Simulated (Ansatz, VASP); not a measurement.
**One calculation of ZnS, two programs**

```
Zn S
1.0
     0.00000    2.72256    2.72256
     2.72256    0.00000    2.72256
     2.72256    2.72256    0.00000
Zn S
1 1
Direct
  0.00000 0.00000 0.00000
  0.75000 0.75000 0.75000
```

Change from the starting cell: volume scaled by 1.02.

Alike in both runs: task single point; functional PBE; k mesh 8 × 8 × 8; occupations fermi-dirac, width 0.01 eV; no spin polarisation.

```csv
,VASP,Ansatz
version,VASP 6.6.1,Ansatz 0.2.0
potentials or method,"VASP PAW PBE potentials, release 64 (Zn, S), cutoff 520 eV","all-electron LAPW, scalar-relativistic"
```

VASP gave:

- gap on the k mesh at the Fermi level (eV): 2.02
- pressure (GPa): 0.1

Task: Which values does Ansatz return?

Result: gap on the k mesh at the Fermi level (eV): 2.01; pressure (GPa): 0.0.

Ansatz ran all-electron here, so the differences hold the error of VASP's frozen core and of both bases.
